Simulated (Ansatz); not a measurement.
## One atom moved along a line in MoS2

These are results of Ansatz 0.2.0, DFT PBE, scalar-relativistic, plane waves, PAW, not measurements. Settings: plane waves to 420 eV, k-mesh 12×12×2 (Γ-centred), Gaussian smearing 0.05 eV. No spin polarisation. Energies are free energies at this smearing, counted from the undisturbed cell; pressure is positive in compression.

The undisturbed cell (relaxed at this level):

```
CELL_PARAMETERS angstrom
3.18558 0.00000 0.00000
-1.59279 2.75880 0.00000
0.00000 0.00000 14.51045
ATOMIC_POSITIONS crystal
Mo 0.33333 0.66667 0.25000
Mo 0.66667 0.33333 0.75000
S 0.33333 0.66667 0.64232
S 0.66667 0.33333 0.14232
S 0.33333 0.66667 0.85768
S 0.66667 0.33333 0.35768
```

The cell holds layers and no dispersion correction was added, so their binding is poorly described.

Atom 1 (Mo) is moved by x along the Cartesian unit vector (-0.500, -0.866, 0.000); the cell and all other atoms stay fixed.

| x (Å) | ΔE (meV/cell) |
| --- | --- |
| -0.1000 | 97.9 |
| -0.0500 | 24.5 |
| 0.0000 | 0.0 |
| 0.0250 | 6.1 |
| 0.0750 | 55.1 |

**Question.** Predict the force along x on the moved atoms (eV/Å) at each point.

**Answer.**
```
  x (Å) force along x on the moved atoms (eV/Å)
-0.1000                                     1.95
-0.0500                                     0.98
 0.0000                                     0.00
 0.0250                                    -0.49
 0.0750                                    -1.47
```

Cost: 5 runs of about 5.9 core-minutes in all, on Intel Xeon Processor @ 2.50GHz (Skylake/Cascade Lake) (shared hosts).